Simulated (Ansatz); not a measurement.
# Ti: element swaps in one structure

An exercise on one series of results from a longer session: the logs are not shown, and one member is left open.

Program: Ansatz 0.2.0. Level of theory: DFT r2SCAN, scalar-relativistic, plane waves, PAW. These are calculated values, not measurements.

### Starting point

Symmetry: P6_3/mmc, No. 194, hexagonal system. The conventional cell has a = 2.936 Å, b = 2.936 Å, c = 4.636 Å, α = 90.00°, β = 90.00°, γ = 120.00°. Around Ti (site symmetry -6m2) lie 12 Ti at 2.87 to 2.94 Å.

As a file:

```
CELL_PARAMETERS angstrom
2.93580 0.00000 0.00000
-1.46790 2.54247 0.00000
0.00000 0.00000 4.63619
ATOMIC_POSITIONS crystal
Ti 0.33333 0.66667 0.25000
Ti 0.66667 0.33333 0.75000
```

This cell was relaxed beforehand with the same method: volume 17.30 Å³/atom, gap on the mesh none (metal).

Set-up of the first run:

Contents of input.yaml:

```yaml
crystal:
  lattice:
    - [2.6660218809, 0.0, 0.0]
    - [-1.3330109405, 2.3088426759, 0.0]
    - [0.0, 0.0, 4.210165751]
  atoms:
    - { symbol: Sn, position: [0.3333333333, 0.6666666667, 0.25] }
    - { symbol: Sn, position: [0.6666666667, 0.3333333333, 0.75] }
basis:
  ecutwfc: 500
kpoints:
  mp_grid: { grid: [6, 6, 4] }
hamiltonian:
  xc: r2scan
scf:
  occupations: { method: gaussian, width: 0.1 }
output:
  forces: true
  stress: true
  eigenvalues: true
```

On the command line:

```bash
> ansatz run input.yaml --threads 1 --pin off --max-ram 2560MiB --backend cpu --events-out ev --progress --plain --runs-dir out
```

Steps of the session up to this table: A first look at the start (Sn); A loose first relaxation (Sn); Relaxing cell and atoms (Sn); Probe: one point at the start (Ru); Rough relaxation on the coarse mesh (Ru); Relaxing cell and atoms (Ru).

One table of the session follows, with a row left open; its other results are not shown here.

Lengths are those of the vectors of the cell that was run:

```
   swap  volume (Å³/atom)  a (Å)  b (Å)  c (Å)
   none             17.30  2.936  2.936  4.636
Ti → Si             13.73  2.640  2.640  4.551
Ti → Hf                 ?      ?      ?      ?
Ti → Ge             18.79  2.927  2.927  5.065
Ti → Sn             26.98  3.377  3.377  5.463
Ti → Ru             13.49  2.702  2.702  4.266
```

**Question.** Estimate the row for Ti → Hf.

**Answer.** volume (Å³/atom): 22.36; a (Å): 3.199; b (Å): 3.199; c (Å): 5.044. In the column «volume (Å³/atom)» it lies between Ti → Ge (18.79) and Ti → Sn (26.98).

Lengths are those of the computed cell. Rows of earlier swaps come from the sessions before.
